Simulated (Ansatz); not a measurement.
# Ti2Pt3: one candidate of a structure search, part 2 of 2

Where does this trial cell of Ti2Pt3 go when cell and atoms are let free?

Ansatz 0.2.0; DFT PBE, scalar-relativistic, plane waves, PAW. Earlier steps stand in the parts before.

**5. Variant: hubbard.sites [{species: Pt, l: d, u_eff: 6.0}], hubbard.double_counting fll, eigensolver.kind davidson, lower_state_search light**

input.yaml

```yaml
crystal:
  lattice:
    - [4.6585172041, 0.0, 0.0]
    - [0.0, 4.6585172041, 0.0]
    - [0.0, 0.0, 4.6585172041]
  atoms:
    - { symbol: Ti, position: [0.5, 0.5, 0.5] }
    - { symbol: Ti, position: [0.0, 0.0, 0.0] }
    - { symbol: Pt, position: [0.0, 0.5, 0.5] }
    - { symbol: Pt, position: [0.5, 0.0, 0.5] }
    - { symbol: Pt, position: [0.5, 0.5, 0.0] }
basis:
  ecutwfc: 420
kpoints:
  mp_grid: { grid: [8, 8, 8] }
hamiltonian:
  xc: pbe
  hubbard: { sites: [{ species: Pt, l: d, u_eff: 6.0 }], double_counting: fll }
scf:
  occupations: { method: gaussian, width: 0.1 }
  eigensolver: { kind: davidson }
  lower_state_search: light
output:
  forces: true
  eigenvalues: true
  stress: true
relax:
  adjacent_minimum: "off"
  f_tol: 0.01
  max_steps: 80
  cell: { stress_tol: 0.05 }
```

Run with:

```sh
$ ansatz run input.yaml --threads 1 --pin off --max-ram 2560MiB --backend cpu --events-out ev --progress --plain --runs-dir out
```

Output:

```text
Warning: RAYON_NUM_THREADS=1 ignored (pool sized by the plan → 1); use --threads N
Ti: projections on atomic orbitals take those of the free atom [Ne] 3s2 3p6 3d2 4s2, of charge +0.00 (hamiltonian.pseudopotentials.projection_atoms); the dataset's partial waves leave at most 4.1e-7 of an orbital's norm unspanned inside its sphere
Pt: projections on atomic orbitals take those of the free atom [Kr 4d10 4f14] 5s2 5p6 5d9 6s1, of charge +0.00 (hamiltonian.pseudopotentials.projection_atoms); the dataset's partial waves leave at most 9.1e-5 of an orbital's norm unspanned inside its sphere
Engine: ansatz 0.2.0, aarch64-unknown-linux-gnu
Pseudopotentials: kind: paw
Pseudopotential: Ti, paw, valence charge 12, recommended cutoff 420 eV (normal), Ti.paw.azcp
Pseudopotential: Pt, paw, valence charge 18, recommended cutoff 420 eV (normal), Pt.paw.azcp
Functional definition: PBE
  parameter kappa = 0.804
  parameter beta = 0.06672455060314922
  exchange = pbe_x(kappa = kappa, mu = beta*pi^2/3)
  correlation = pbe_c(beta = beta)
davidson cushion auto → off  (block headroom 8 ≥ Hubbard manifold empty extent 2; pin scf.eigensolver.cushion to override)
Crystal: 5 atoms, lattice volume = 101.098 Å³
Basis set: ecut = 420 eV, 1935 PW (Γ), exchange–correlation on 64×64×64 points (8 copies of the dense FFT grid, shifted against one another)
Bands: 47, of which v1, the nominal top of the filled ones, is band 39 counted from 1 (38 counted from 0)
Symmetry: 48 space group operations
Space group: Pm-3m (ITA 221), of the structure as read, at distance tolerance 4.7e-5 Å
k-points: 35 of 512
Non-local potential: Ti, projectors of the file, l = 0: 3, l = 1: 2, l = 2: 3, l = 3: 1
Non-local potential: Pt, projectors of the file, l = 0: 3, l = 1: 2, l = 2: 2, l = 3: 1
PAW form: soft (Blöchl's): semilocal exchange-correlation on the pseudo side does not see the compensation charge
PAW one-centre angular grid: Ti, 590 points (default); XC on 64 Gauss nodes
PAW one-centre angular grid: Pt, 590 points (default); XC on 64 Gauss nodes
Initial density: superposition of atomic densities (chi_scale 0.1, normalization cell, long waves of neutral atoms under a Hubbard term (reshape's long-wave potential 0.00 eV rms, cloud 2.96 Å wide))
Initial wavefunctions: pseudopotential atomic-orbital guess
Functional: x = pbe(κ = 0.804, μ = 0.2195149727645171), c = pbe(β = 0.06672455060314922)
iter 1 solved again at ethr=3.66e-2 eV; its pass at ethr=1.00e-1 eV (dr2=2.86e1 eV) is discarded
SCF iter   1: F=—  HF=-42561.912327 eV  |F-HF|=—  |Δ(HF+E_count)|=         —  Δρ=1.26e-1  dr2=2.85e1  ethr=3.66e-2  ⟨swp⟩=2.1  Hψ=7407  notcnv=0
preconditioner: auto → Kerker (q_TF=auto, 2.613 Å⁻¹)  [metal: Δε(μ)=0.025 eV  Ē_g=4.085 eV  σ=0.100 eV  W_gap=0.14  n_scr=26 (ndim 8)  ℏωp=22.8 eV  f_vac=0.000  D(μ)=8.58/eV (n_scr^D=92)]
SCF iter   2: F=—  HF=-42561.341681 eV  |F-HF|=—  |Δ(HF+E_count)|=   5.71e-1  Δρ=1.02e-1  dr2=1.65e1  ethr=3.65e-2  ⟨swp⟩=5.4  Hψ=3907  notcnv=0  defer=36
SCF iter   3: F=—  HF=-42559.657472 eV  |F-HF|=—  |Δ(HF+E_count)|=    1.68e0  Δρ=4.02e-2  dr2=2.10e0  ethr=2.12e-2  ⟨swp⟩=4.6  Hψ=3598  notcnv=0  defer=33
SCF iter   4: F=—  HF=-42559.513901 eV  |F-HF|=—  |Δ(HF+E_count)|=   1.44e-1  Δρ=2.28e-2  dr2=5.39e-1  ethr=2.69e-3  ⟨swp⟩=4.9  Hψ=3919  notcnv=0  defer=2
SCF iter   5: F=—  HF=-42559.854129 eV  |F-HF|=—  |Δ(HF+E_count)|=   3.40e-1  Δρ=6.28e-2  dr2=8.66e0  ethr=6.91e-4  ⟨swp⟩=5.5  Hψ=4682  notcnv=0  defer=3  recentre
SCF iter   6: F=—  HF=-42559.511106 eV  |F-HF|=—  |Δ(HF+E_count)|=   3.43e-1  Δρ=8.03e-3  dr2=1.80e-1  ethr=6.91e-4  ⟨swp⟩=5.7  Hψ=3967  notcnv=0  defer=5
SCF iter   7: F=—  HF=-42559.505625 eV  |F-HF|=—  |Δ(HF+E_count)|=   5.48e-3  Δρ=4.48e-3  dr2=5.09e-2  ethr=2.30e-4  ⟨swp⟩=2.3  Hψ=3153  notcnv=0
SCF iter   8: F=—  HF=-42559.503497 eV  |F-HF|=—  |Δ(HF+E_count)|=   2.13e-3  Δρ=1.79e-3  dr2=7.40e-3  ethr=6.52e-5  ⟨swp⟩=2.9  Hψ=3185  notcnv=0
iter 9 solved again at ethr=6.15e-7 eV; its pass at ethr=9.49e-6 eV (dr2=4.80e-4 eV) is discarded
SCF iter   9: F=—  HF=-42559.503404 eV  |F-HF|=—  |Δ(HF+E_count)|=   9.34e-5  Δρ=4.54e-4  dr2=4.37e-4  ethr=6.15e-7  ⟨swp⟩=4.3  Hψ=6531  notcnv=0
eigensolver tolerance schedule: the retry pair's looser diagonalisation over-reported the residual by 0.10 of it (diagonalisation noise at 0.10 of the residual, at the tolerance the schedule requests for it); recorded, not acted on — ethr = c·dr2/N_el stays at c = 1.0e-1
SCF iter  10: F=—  HF=-42559.503395 eV  |F-HF|=—  |Δ(HF+E_count)|=   8.50e-6  Δρ=2.45e-4  dr2=1.30e-4  ethr=5.61e-7  ⟨swp⟩=2.3  Hψ=3084  notcnv=0
SCF iter  11: F=—  HF=-42559.503392 eV  |F-HF|=—  |Δ(HF+E_count)|=   3.76e-6  Δρ=8.82e-5  dr2=1.62e-5  ethr=1.67e-7  ⟨swp⟩=2.5  Hψ=3094  notcnv=0
SCF iter  12: F=—  HF=-42559.503391 eV  |F-HF|=—  |Δ(HF+E_count)|=   5.61e-7  Δρ=2.47e-5  dr2=1.24e-6  ethr=2.08e-8  ⟨swp⟩=3.4  Hψ=3150  notcnv=0
SCF iter  13: F=-42559.503391 eV  HF=-42559.503391 eV  |F-HF|=8.45e-9  |Δ(HF+E_count)|=   3.45e-8  Δρ=2.76e-6  dr2=1.12e-8  ethr=1.59e-9  ⟨swp⟩=4.2  Hψ=3289  notcnv=0
the search or the solves at the SCF's close seem to have found levels that the self-consistency loop had missed (the run counts 1). By its estimate they hold under 1e-12 electrons; where the run keeps them, the occupations were computed again with them
SCF 1 converged in 13 iterations: F = -42559.503391 eV  dr2 = 1.12e-8
  Residual-converged pass: ⟨swp⟩=3.9  Hψ=4066  notcnv=0  max |occ|·‖R‖ = 6.6e-6 eV (tolerance 6.7e-6 eV)  dr2=1.67e-8  dr2_onsite=1.73e-9  max |Δocc| = 3.0e-8
relax step   1: F+E_penalty+E_count = -42559.50339093 eV  Δ(F+E_penalty+E_count) = +0.000e0 eV  max|allowed force component| = 6.479e-29 eV/Å  Δτ_max = 0.0000 Å  P = +3.599 GPa  Ω = 101.098 Å³  (13 SCF iters, dr2 threshold 1.00e-7 eV, accepted)
Crystal: 5 atoms, lattice volume = 104.935 Å³
Basis set: ecut = 420 eV, 2103 PW (Γ), exchange–correlation on 64×64×64 points (8 copies of the dense FFT grid, shifted against one another)
Initial density: handed on by an earlier stage of this run
Initial wavefunctions: those handed on with the density
iter 1 solved again at ethr=1.93e-4 eV; its pass at ethr=1.00e-1 eV (dr2=1.51e-1 eV) is discarded
SCF iter   1: F=—  HF=-42559.550589 eV  |F-HF|=—  |Δ(HF+E_count)|=         —  Δρ=8.85e-3  dr2=1.61e-1  ethr=1.93e-4  ⟨swp⟩=5.1  Hψ=8351  notcnv=0
preconditioner: auto → Kerker (q_TF=auto, 2.597 Å⁻¹)  [metal: Δε(μ)=0.019 eV  Ē_g=4.833 eV  σ=0.100 eV  W_gap=0.10  n_scr=26 (ndim 8)  ℏωp=22.3 eV  f_vac=0.000  D(μ)=9.87/eV (n_scr^D=122)]
SCF iter   2: F=—  HF=-42559.582184 eV  |F-HF|=—  |Δ(HF+E_count)|=   3.16e-2  Δρ=2.52e-2  dr2=1.41e0  ethr=1.93e-4  ⟨swp⟩=4.6  Hψ=3994  notcnv=0  recentre
SCF iter   3: F=—  HF=-42559.542344 eV  |F-HF|=—  |Δ(HF+E_count)|=   3.98e-2  Δρ=5.73e-3  dr2=7.14e-2  ethr=1.93e-4  ⟨swp⟩=4.7  Hψ=3735  notcnv=0
iter 4 solved again at ethr=2.06e-6 eV; its pass at ethr=9.16e-5 eV (dr2=1.60e-3 eV) is discarded
SCF iter   4: F=—  HF=-42559.538721 eV  |F-HF|=—  |Δ(HF+E_count)|=   3.62e-3  Δρ=1.04e-3  dr2=1.06e-3  ethr=2.06e-6  ⟨swp⟩=4.8  Hψ=6678  notcnv=0
eigensolver tolerance schedule: the retry pair's looser diagonalisation over-reported the residual by 0.52 of it (diagonalisation noise at 0.53 of the residual, at the tolerance the schedule requests for it); recorded, not acted on — ethr = c·dr2/N_el stays at c = 1.0e-1
SCF iter   5: F=—  HF=-42559.538574 eV  |F-HF|=—  |Δ(HF+E_count)|=   1.46e-4  Δρ=7.04e-4  dr2=7.79e-4  ethr=1.36e-6  ⟨swp⟩=4.0  Hψ=3899  notcnv=0
SCF iter   6: F=—  HF=-42559.538509 eV  |F-HF|=—  |Δ(HF+E_count)|=   6.54e-5  Δρ=1.08e-4  dr2=1.44e-5  ethr=9.98e-7  ⟨swp⟩=2.3  Hψ=3095  notcnv=0
SCF iter   7: F=—  HF=-42559.538516 eV  |F-HF|=—  |Δ(HF+E_count)|=   7.08e-6  Δρ=9.47e-5  dr2=1.69e-5  ethr=1.85e-8  ⟨swp⟩=5.1  Hψ=4095  notcnv=0
SCF iter   8: F=—  HF=-42559.538514 eV  |F-HF|=—  |Δ(HF+E_count)|=   1.72e-6  Δρ=1.92e-5  dr2=6.13e-7  ethr=1.85e-8  ⟨swp⟩=4.3  Hψ=3295  notcnv=0
SCF iter   9: F=-42559.538514 eV  HF=-42559.538514 eV  |F-HF|=1.40e-7  |Δ(HF+E_count)|=   6.66e-8  Δρ=9.63e-6  dr2=1.83e-7  ethr=7.86e-10  ⟨swp⟩=4.7  Hψ=3600  notcnv=0
SCF 2 converged in 9 iterations: F = -42559.538514 eV  dr2 = 1.83e-7
  Residual-converged pass: ⟨swp⟩=3.2  Hψ=3416  notcnv=0  max |occ|·‖R‖ = 1.5e-5 eV (tolerance 1.5e-5 eV)  dr2=1.91e-7  dr2_onsite=1.29e-8  max |Δocc| = 1.4e-9
relax step   2: F+E_penalty+E_count = -42559.53851431 eV  Δ(F+E_penalty+E_count) = -3.512e-2 eV  max|allowed force component| = 2.046e-29 eV/Å  Δτ_max = 0.0000 Å  P = -0.442 GPa  Ω = 104.935 Å³  energy of the carried Pulay correction = -9.401e-4 eV  (9 SCF iters, dr2 threshold 5.00e-7 eV, accepted)
Crystal: 5 atoms, lattice volume = 104.502 Å³
Basis set: ecut = 420 eV, 2007 PW (Γ), exchange–correlation on 64×64×64 points (8 copies of the dense FFT grid, shifted against one another)
iter 1 solved again at ethr=2.77e-6 eV; its pass at ethr=1.00e-1 eV (dr2=2.16e-3 eV) is discarded
SCF iter   1: F=—  HF=-42559.539402 eV  |F-HF|=—  |Δ(HF+E_count)|=         —  Δρ=1.04e-3  dr2=2.23e-3  ethr=2.77e-6  ⟨swp⟩=4.9  Hψ=8280  notcnv=0
preconditioner: auto → Kerker (q_TF=auto, 2.598 Å⁻¹)  [metal: Δε(μ)=0.008 eV  Ē_g=4.784 eV  σ=0.100 eV  W_gap=0.04  n_scr=26 (ndim 8)  ℏωp=22.4 eV  f_vac=0.000  D(μ)=9.74/eV (n_scr^D=122)]
SCF iter   2: F=—  HF=-42559.539889 eV  |F-HF|=—  |Δ(HF+E_count)|=   4.87e-4  Δρ=2.92e-3  dr2=1.89e-2  ethr=2.77e-6  ⟨swp⟩=4.1  Hψ=3384  notcnv=0  recentre
SCF iter   3: F=—  HF=-42559.539285 eV  |F-HF|=—  |Δ(HF+E_count)|=   6.04e-4  Δρ=5.34e-4  dr2=6.07e-4  ethr=2.77e-6  ⟨swp⟩=3.4  Hψ=3205  notcnv=0
iter 4 solved again at ethr=2.80e-8 eV; its pass at ethr=7.79e-7 eV (dr2=2.19e-5 eV) is discarded
SCF iter   4: F=—  HF=-42559.539259 eV  |F-HF|=—  |Δ(HF+E_count)|=   2.52e-5  Δρ=1.25e-4  dr2=1.96e-5  ethr=2.80e-8  ⟨swp⟩=5.0  Hψ=6572  notcnv=0
eigensolver tolerance schedule: the retry pair's looser diagonalisation over-reported the residual by 0.11 of it (diagonalisation noise at 0.12 of the residual, at the tolerance the schedule requests for it); recorded, not acted on — ethr = c·dr2/N_el stays at c = 1.0e-1
SCF iter   5: F=—  HF=-42559.539258 eV  |F-HF|=—  |Δ(HF+E_count)|=   1.89e-6  Δρ=1.04e-4  dr2=1.75e-5  ethr=2.51e-8  ⟨swp⟩=4.2  Hψ=3866  notcnv=0
SCF iter   6: F=—  HF=-42559.539256 eV  |F-HF|=—  |Δ(HF+E_count)|=   1.58e-6  Δρ=4.16e-5  dr2=2.66e-6  ethr=2.25e-8  ⟨swp⟩=2.0  Hψ=3072  notcnv=0
SCF iter   7: F=-42559.539256 eV  HF=-42559.539256 eV  |F-HF|=7.19e-8  |Δ(HF+E_count)|=   9.63e-8  Δρ=7.68e-6  dr2=1.10e-7  ethr=3.41e-9  ⟨swp⟩=4.1  Hψ=3379  notcnv=0
SCF 3 converged in 7 iterations: F = -42559.539256 eV  dr2 = 1.10e-7
  Residual-converged pass: ⟨swp⟩=3.3  Hψ=3814  notcnv=0  max |occ|·‖R‖ = 1.5e-5 eV (tolerance 1.5e-5 eV)  dr2=1.22e-7  dr2_onsite=6.26e-9  max |Δocc| = 2.3e-8
relax step   3: F+E_penalty+E_count = -42559.53925586 eV  Δ(F+E_penalty+E_count) = -7.416e-4 eV  max|allowed force component| = 1.157e-29 eV/Å  Δτ_max = 0.0000 Å  P = -0.028 GPa  Ω = 104.502 Å³  energy of the carried Pulay correction = -8.356e-4 eV  (7 SCF iters, dr2 threshold 4.87e-7 eV, accepted)
Initial wavefunctions: pseudopotential atomic-orbital guess (no wavefunctions were taken with the density)
iter 1 solved again at ethr=5.92e-6 eV; its pass at ethr=1.00e-1 eV (dr2=4.62e-3 eV) is discarded
SCF iter   1: F=—  HF=-42559.539851 eV  |F-HF|=—  |Δ(HF+E_count)|=         —  Δρ=1.46e-4  dr2=1.20e-6  ethr=5.92e-6  ⟨swp⟩=9.8  Hψ=11981  notcnv=0
eigensolver tolerance schedule: the retry pair's looser diagonalisation over-reported the residual by 3833.93 of it (diagonalisation noise at 0.29 of the residual, at the tolerance the schedule requests for it); recorded, not acted on — ethr = c·dr2/N_el stays at c = 1.0e-1
preconditioner: auto → Kerker (q_TF=auto, 2.598 Å⁻¹)  [metal: Δε(μ)=0.013 eV  Ē_g=4.793 eV  σ=0.100 eV  W_gap=0.07  n_scr=26 (ndim 8)  ℏωp=22.4 eV  f_vac=0.000  D(μ)=9.77/eV (n_scr^D=122)]
SCF iter   2: F=—  HF=-42559.539947 eV  |F-HF|=—  |Δ(HF+E_count)|=   9.60e-5  Δρ=7.78e-5  dr2=1.36e-6  ethr=1.54e-9  ⟨swp⟩=6.6  Hψ=5248  notcnv=0
SCF iter   3: F=—  HF=-42559.539968 eV  |F-HF|=—  |Δ(HF+E_count)|=   2.12e-5  Δρ=7.09e-5  dr2=6.92e-6  ethr=1.54e-9  ⟨swp⟩=4.6  Hψ=3283  notcnv=0  recentre
SCF iter   4: F=—  HF=-42559.539979 eV  |F-HF|=—  |Δ(HF+E_count)|=   1.08e-5  Δρ=1.33e-5  dr2=2.06e-7  ethr=1.54e-9  ⟨swp⟩=3.5  Hψ=3180  notcnv=0
iter 5 solved again at ethr=1.06e-11 eV; its pass at ethr=2.65e-10 eV (dr2=8.25e-9 eV) is discarded
SCF iter   5: F=—  HF=-42559.539979 eV  |F-HF|=—  |Δ(HF+E_count)|=   4.00e-7  Δρ=2.91e-6  dr2=9.22e-9  ethr=1.06e-11  ⟨swp⟩=4.9  Hψ=6656  notcnv=0
SCF iter   6: F=—  HF=-42559.539979 eV  |F-HF|=—  |Δ(HF+E_count)|=   1.41e-9  Δρ=2.52e-6  dr2=8.89e-9  ethr=1.06e-11  ⟨swp⟩=5.1  Hψ=3860  notcnv=0
SCF iter   7: F=—  HF=-42559.539979 eV  |F-HF|=—  |Δ(HF+E_count)|=  8.73e-10  Δρ=1.23e-6  dr2=2.26e-9  ethr=1.06e-11  ⟨swp⟩=2.4  Hψ=3093  notcnv=0
SCF iter   8: F=—  HF=-42559.539979 eV  |F-HF|=—  |Δ(HF+E_count)|=  1.02e-10  Δρ=2.87e-7  dr2=9.66e-11  ethr=2.90e-12  ⟨swp⟩=4.7  Hψ=3456  notcnv=0
SCF iter   9: F=—  HF=-42559.539979 eV  |F-HF|=—  |Δ(HF+E_count)|=  7.28e-12  Δρ=2.45e-7  dr2=1.39e-10  ethr=1.68e-12 (applied; sched 1.00e-12)  ⟨swp⟩=2.0  Hψ=3072  notcnv=0
SCF iter  10: F=-42559.539979 eV  HF=-42559.539979 eV  |F-HF|=7.28e-12  |Δ(HF+E_count)|=  1.46e-11  Δρ=7.64e-8  dr2=1.42e-11  ethr=1.68e-12 (applied; sched 1.00e-12)  ⟨swp⟩=2.0  Hψ=3072  notcnv=0
SCF 4 converged in 10 iterations: F = -42559.539979 eV  dr2 = 1.42e-11
  Residual-converged pass: ⟨swp⟩=3.9  Hψ=3440  notcnv=0  max |occ|·‖R‖ = 1.5e-7 eV (tolerance 1.5e-7 eV)  dr2=1.28e-11  dr2_onsite=6.68e-13  max |Δocc| = 3.3e-12
relax step   4: F+E_penalty+E_count = -42559.53997925 eV  Δ(F+E_penalty+E_count) = -7.234e-4 eV  max|allowed force component| = 1.804e-29 eV/Å  Δτ_max = 0.0000 Å  P = -0.034 GPa  Ω = 104.502 Å³  stress off target by 3.43e-2 GPa  SCF on the basis re-selected at this cell (its energy is not comparable with the rows above)  (10 SCF iters)
basis re-selected at this cell: Δ(F+E_penalty+E_count) = -7.234e-4 eV, ΔP = -0.007 GPa vs the last step (what re-selecting the basis moved, of the pressure what is left beyond the Pulay correction that the steps carried, after the strain that the cell walked since its last selection, with what the two solves' SCF thresholds leave and, on support functions, any second-order correction that the steps lacked; it is no measure of the basis error at this ecutwfc). This SCF's stress stands 3.43e-2 GPa from its target on what of the cell is left free (relax.cell.stress_tol is 5.00e-2 GPa) and its largest allowed force component is 1.80e-29 eV/Å (relax.f_tol is 1.00e-2 eV/Å): within both
SCF converged after 10 iterations
Free energy (F): -42559.539979 eV
Harris-Foulkes:  -42559.539979 eV  (|F-HF|=7.28e-12)
Internal energy: -42559.491110 eV  (E = F + TS)
E sigma→0 (E₀):  -42559.515545 eV
Entropy (-TS):   -0.048869 eV (-9.774 meV/atom)
Fermi energy:    13.184547 eV
--- Per-component energies (eV) ---
  E_band       = -1260.064733
  E_kinetic    = 2467.915980
  E_local      = -8733.970761  (includes V_loc(G=0)·N_el)
  E_nonlocal   = 625.018092
  E_hartree    = 3408.739292
  E_xc         = -977.862299
  E_vxc        = -1148.585569  (∫ρ·V_xc dr)
  E_hubbard    = 5.838472  (on-site DFT+U / exact-exchange correction)
  E_vhub       = -71.918227  (the Hubbard potential's part of the band-sum identity)
  E_paw        = -30462.575553  (= ΣΔE_a)
  E_vpaw       = -1216.003806  (= ΣTr[D̂ρ^β])
  E_aug_tail   = 0.000824  (compensation charges beyond the density's cutoff)
  E_ewald      = -8892.595158
  E_smearing   = -0.048869  (= −TS)
  E_closure    = 0.000000  (closes the sum)
  Σ components = -42559.539979   (vs F -42559.539979, Δ=0.00e0)
--- Forces (eV/Å), atoms counted from 1 ---
  atom   1  Ti     0.00000000    -0.00000000     0.00000000
  atom   2  Ti    -0.00000000     0.00000000     0.00000000
  atom   3  Pt     0.00000000    -0.00000000    -0.00000000
  atom   4  Pt     0.00000000     0.00000000     0.00000000
  atom   5  Pt     0.00000000    -0.00000000     0.00000000
  max |Σ_I F_I| component: 4.88e-29 eV/Å
--- Stress (GPa, compression-positive) ---
       -0.034253      -0.000000      -0.000000
       -0.000000      -0.034253       0.000000
       -0.000000       0.000000      -0.034253
  P = ⅓ Tr σ = -0.0343 GPa (-0.343 kbar)
--- Band table (eV; the first three rows and the last of 35) ---
  k-point 0: bands = ["-83.3150", "-83.3137", "-83.3137", "-45.2145", "-44.7309", "-38.0780", "-38.0780", "-38.0780", "-37.4505", "-37.4505", "-37.4505", "-37.4459", "-37.4459", "-37.4459", "-21.3882", "-21.3882", "-21.3882", "-20.9145", "-20.9145", "-20.9145", "6.3251", "6.8569", "6.8569", "6.8569", "7.4171", "7.4171", "7.7515", "8.1232", "8.1232", "9.3925", "9.3925", "9.3925", "10.5171", "10.5171", "10.5171", "10.5500", "12.9879", "12.9879", "13.8283", "13.8283", "13.8283", "14.6066", "14.6066", "14.6066", "14.7059", "14.7059", "15.4998"]
  k-point 1: bands = ["-83.3149", "-83.3137", "-83.3136", "-45.2142", "-44.7302", "-38.0781", "-38.0781", "-38.0724", "-37.4506", "-37.4504", "-37.4504", "-37.4462", "-37.4462", "-37.4461", "-21.3886", "-21.3885", "-21.3885", "-20.9331", "-20.9157", "-20.9157", "6.4331", "6.8761", "6.9451", "6.9451", "7.4265", "7.5364", "7.8288", "8.1531", "8.1945", "9.3595", "9.3855", "9.3855", "10.2956", "10.2956", "10.4809", "10.5172", "12.6749", "13.0155", "13.5993", "13.5993", "13.8260", "14.0111", "14.5864", "14.9058", "14.9058", "15.0016", "15.4970"]
  k-point 2: bands = ["-83.3146", "-83.3135", "-83.3133", "-45.2133", "-44.7288", "-38.0784", "-38.0784", "-38.0588", "-37.4510", "-37.4502", "-37.4502", "-37.4469", "-37.4469", "-37.4465", "-21.3895", "-21.3892", "-21.3892", "-20.9777", "-20.9186", "-20.9186", "6.6543", "6.9246", "7.1987", "7.1987", "7.4467", "7.9100", "8.0319", "8.2923", "8.3973", "9.2780", "9.3382", "9.3382", "9.7998", "9.7998", "10.2838", "10.5176", "11.7467", "13.1024", "13.3427", "13.3427", "13.6742", "13.8207", "14.2828", "14.7121", "14.9342", "14.9342", "15.4902"]
  k-point 34: bands = ["-83.3163", "-83.3163", "-83.3163", "-45.2209", "-44.7124", "-38.0457", "-38.0457", "-38.0258", "-37.4651", "-37.4651", "-37.4651", "-37.4322", "-37.4322", "-37.4322", "-21.3890", "-21.3890", "-21.3890", "-21.0541", "-21.0541", "-21.0541", "7.5009", "7.5009", "7.5009", "7.7391", "8.6621", "8.6621", "8.6621", "9.2066", "9.2066", "9.2066", "9.7901", "9.7901", "10.4129", "10.4129", "10.4129", "11.8597", "11.8597", "11.8597", "12.7657", "12.7657", "12.7657", "13.0308", "13.0942", "13.0942", "13.7826", "13.7826", "15.3006"]
Occupation matrices written to <dir>
--- Relaxed structure (3 steps of the walk, 3 accepted, 1 SCFs on fresh bases) ---
  F+E_penalty+E_count = -42559.53997925 eV   max|allowed force component| = 1.804e-29 eV/Å   (the final SCF, on the basis selected at the relaxed cell)
  cell:  # Å, volume = 104.5015 Å³
    - [4.71021687015066, 1.1545548781196397e-33, -2.5679065925163143e-34]
    - [1.1545548781196397e-33, 4.71021687015066, 0.0]
    - [-2.5679065925163143e-34, 0.0, 4.71021687015066]
  atoms:
    - { symbol: Ti, position: [0.5, 0.5, 0.5] }
    - { symbol: Ti, position: [-3.070702800179843e-47, -3.4451769737727875e-37, 2.7561415789699763e-36] }
    - { symbol: Pt, position: [3.509340064351053e-47, 0.5, 0.5] }
    - { symbol: Pt, position: [0.5, 5.1677654605493756e-37, 0.5] }
    - { symbol: Pt, position: [0.5, 0.5, -1.5503296381817794e-36] }
```

Run time: 70 s. Hardware: 1 thread of Arm Neoverse V2, shared host; peak memory 0.58 GiB.

| run | ending | energy change | pressure (GPa) | gap (eV) | force (eV/Å) | cycles | time |
| --- | --- | --- | --- | --- | --- | --- | --- |
| step 4 | converged | 0 | 0.0 | 0.00 | 0.00 | - | 34 s |
| variant | converged | +1.39 eV/atom (U changed: no physical gain or loss) | 0.0 | 0.00 | 0.00 | - | 70 s |

Changing the Hubbard U, solver and search for lower states moves the energy by +1.39 eV/atom, and the final volume goes from 100.50 to 104.50 Å³. The U term adds an energy of its own, so the shift says nothing about which run is better. Cost: 70 s against 34 s.

**6. Outcome**

What follows sums up all 2 parts. Changes of volume or cell count from the first structure of part 1.

| quantity | value |
| --- | --- |
| symmetry at the end (tolerance 0.05 Å) | space group Pm-3m (No. 221) |
| conventional cell | a = 4.649 Å, b = 4.649 Å, c = 4.649 Å, α = 90.00°, β = 90.00°, γ = 90.00° |
| volume | 20.10 Å³/atom |
| energy over the elements | +0.38 eV/atom |
| gap on the mesh | none (metal) |

**Reading.** The space group Pm-3m (No. 221) is kept, and the volume per atom grows by 6.9 % from the first guess. The formation energy is positive, so the separate elements lie lower. No finished test with a distortion of lower symmetry is shown, so the end may be a saddle point. Spin-orbit coupling is left out for Pt.
